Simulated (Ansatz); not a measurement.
The calculation used Ansatz 0.2.0, DFT PBE, scalar-relativistic, plane waves, PAW. Settings: cutoff 420 eV, Γ-centred meshes spaced at most about 0.3 Å⁻¹, and about 0.25 Å⁻¹ or finer for metals (2π included), Gaussian smearing. No spin polarisation.

These are static total energies at zero pressure.

Compare these two cells of Si6Ru, each relaxed at this level.

A. Space group P-3m1 (No. 164), trigonal, a = 3.944 Å, c = 10.088 Å. Around Si on its first site lie 3 Ru at 2.39 Å, 1 Si at 2.40 Å and 3 Si at 2.68 Å; around Si on its second site lie 4 Si at 2.40 Å; Si on its third site has 4 Si at 2.38–2.40 Å; Ru has 6 Si at 2.39 Å.

B. Space group Cmmm (No. 65), orthorhombic, a = 4.236 Å, b = 10.295 Å, c = 5.571 Å. Around Si on a site of symmetry m lie 4 Si at 2.42–2.54 Å, 1 Ru at 2.45 Å and 2 Si at 2.71 Å; around Si on a site of symmetry m2m lie 2 Ru at 2.47 Å, 3 Si at 2.54 Å and 4 Si at 2.71 Å; Ru has 8 Si at 2.45–2.47 Å.

Question: Which is lower in energy, and by how much?

Answer: B is lower, by 134 meV/atom. A has space group P-3m1 (No. 164), 19.4 Å³/atom and no gap on its mesh; B has space group Cmmm (No. 65), 17.4 Å³/atom and no gap. Counting Si atoms around Ru (those within 1.25 times the shortest such distance or 1.15 times the sum of covalent radii, 1.27 where that leaves under three), A has Ru 6 and B has Ru 8. A holds Si–Si nets (shortest 2.38 Å); B holds Si–Si bonds in all directions (shortest 2.42 Å). The denser one is the lower, and pressure would at first widen the difference. Both come from invented guesses. The lowest form computed isn't among them: it has space group Pmm2 (No. 25), 16.5 Å³/atom and lies 29 meV/atom below the best shown.

Cells relaxed within their symmetry can be saddle points. Some candidate types were left out of the draw beforehand, so a known form may be missing.
